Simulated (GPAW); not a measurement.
In:

```xyz
1
Lattice="-1.6255 1.6255 2.4737 1.6255 -1.6255 2.4737 1.6255 1.6255 -2.4737" Properties=species:S:1:pos:R:3 pbc="T T T"
In    0.0000    0.0000    0.0000
```

Base run:

- Program: GPAW 26.7.0
- Functional: LDA
- Potentials or basis: the program's PAW data sets (release 1.2.1) made for this functional
- Cutoff: 600 eV
- Basis: pw
- k mesh: 9 × 9 × 9
- Occupations: fermi-dirac, width 0.05 eV
- Spin: no spin polarisation

Its results: pressure -2.7 GPa.

Q: The run is repeated on the same cell with these changes: functional from LDA to PBEsol; potentials or basis from the program's PAW data sets (release 1.2.1) made for this functional to PAW data sets generated in the run's folder for this functional. What comes out?

A: Pressure -1.2 GPa.

Not every run made on this cell is shown here.
